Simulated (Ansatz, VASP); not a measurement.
## NaCl in VASP and in Ansatz

File INCAR:

```
  PREC = Accurate
  ENCUT = 520
  EDIFF = 1E-7
  ISMEAR = 0
  SIGMA = 0.01
  LREAL = F
  LASPH = T
  NELM = 80
  ALGO = Normal
  ISIF = 2
  LWAVE = F
  LCHARG = F
  GGA = PE
  NBANDS = 14
```

KPOINTS

```
Automatic mesh
0
Gamma
  6 6 6
```

The input POSCAR:

```
NaCl
1.0
    0.0000000000      3.1877982780      3.1877982780
    3.1877982780      0.0000000000      3.1877982780
    3.1877982780      3.1877982780      0.0000000000
Na Cl
1 1
Direct
    0.0000000000      0.0000000000      0.0000000000
    0.2500000000      0.2500000000      0.2500000000
```

Input for Ansatz:

```yaml
crystal:
  lattice:
    - [0.0, 3.187798278, 3.187798278]
    - [3.187798278, 0.0, 3.187798278]
    - [3.187798278, 3.187798278, 0.0]
  atoms:
    - { symbol: Na, position: [0.0, 0.0, 0.0] }
    - { symbol: Cl, position: [0.25, 0.25, 0.25] }
kpoints:
  mp_grid: { grid: [6, 6, 6] }
hamiltonian:
  xc: pbe
scf:
  occupations: { method: fixed }
  n_extra_bands: 4
output:
  forces: true
  stress: true
  eigenvalues: true
```

Alike in both runs: task single point; functional PBE; k mesh 6 × 6 × 6; no spin polarisation.

```csv
,VASP,Ansatz
version,VASP 6.6.1,Ansatz 0.2.0
potentials or method,"VASP PAW PBE potentials, release 64 (Na_pv, Cl)","plane waves, PAW"
plane-wave cutoff (eV),520,420
occupations,"gaussian, width 0.01 eV",fixed
valence electrons in the cell,14,16
```

|  | VASP | Ansatz | Ansatz less VASP |
| --- | --- | --- | --- |
| gap on the k mesh at the Fermi level (eV) | 4.72 | 4.72 | 0.000 |
| pressure (GPa) | -0.9 | -0.8 | +0.02 |

The two sets of potentials don't hold the same shells in valence.
